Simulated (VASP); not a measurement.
C:

```
C
1.0
     2.46729    0.00000    0.00000
    -1.23365    2.13674    0.00000
     0.00000    0.00000    7.80307
C
4
Direct
  0.00000 0.00000 0.25000
  0.00000 0.00000 0.75000
  0.33333 0.66667 0.25000
  0.66667 0.33333 0.75000
```

| Property | Result |
| --- | --- |
| Program | VASP 6.6.1 |
| Task | relaxation of cell and atoms |
| Functional | r2SCAN |
| Potentials or basis | VASP PAW PBE potentials, release 64 (C) |
| Cutoff | 600 eV |
| k mesh | 15 × 15 × 4 |
| Occupations | gaussian, width 0.03 eV |
| Spin | no spin polarisation |

At the start: pressure -3.4 GPa; volume 10.28 Å³/atom.

How do energy, volume and symmetry change on relaxing?

Over 12 steps the energy falls by 8.2 meV/atom and the volume is 9.04 Å³/atom (-12.1 %); space group P6_3/mmc (No. 194, to 0.05 Å).

The path:
```
step  energy change (eV)  largest force (eV/Å)  pressure (GPa)  volume (Å³)
   1              0.0000                0.0000           -3.44        41.14
   2              0.0208                0.0000            7.02        39.84
   3             -0.0052                0.0000           -0.34        40.73
   4             -0.0065                0.0000           -0.36        40.58
   5             -0.0105                0.0000           -0.41        40.12
   6             -0.0181                0.0000           -0.50        39.21
   7             -0.0301                0.0000           -0.59        37.38
   8             -0.0097                0.0000           -0.01        33.72
   9             -0.0323                0.0000           -0.57        36.69
  10             -0.0328                0.0000           -0.54        36.22
  11              0.0113                0.0000           11.07        34.67
  12             -0.0329                0.0000           -0.02        36.14
```

Final structure:
```cif
data_structure
_symmetry_space_group_name_H-M 'P 1'
_symmetry_Int_Tables_number 1
_cell_length_a 2.4566
_cell_length_b 2.4566
_cell_length_c 6.9153
_cell_angle_alpha 90.000
_cell_angle_beta 90.000
_cell_angle_gamma 120.000
_cell_volume 36.14
loop_
_atom_site_label
_atom_site_type_symbol
_atom_site_fract_x
_atom_site_fract_y
_atom_site_fract_z
_atom_site_occupancy
C1 C 0.00000 0.00000 0.25000 1
C2 C 0.00000 0.00000 0.75000 1
C3 C 0.33333 0.66667 0.25000 1
C4 C 0.66667 0.33333 0.75000 1
```

Caveat: the PAW data sets were made with another functional, which shifts forces and pressure a little.
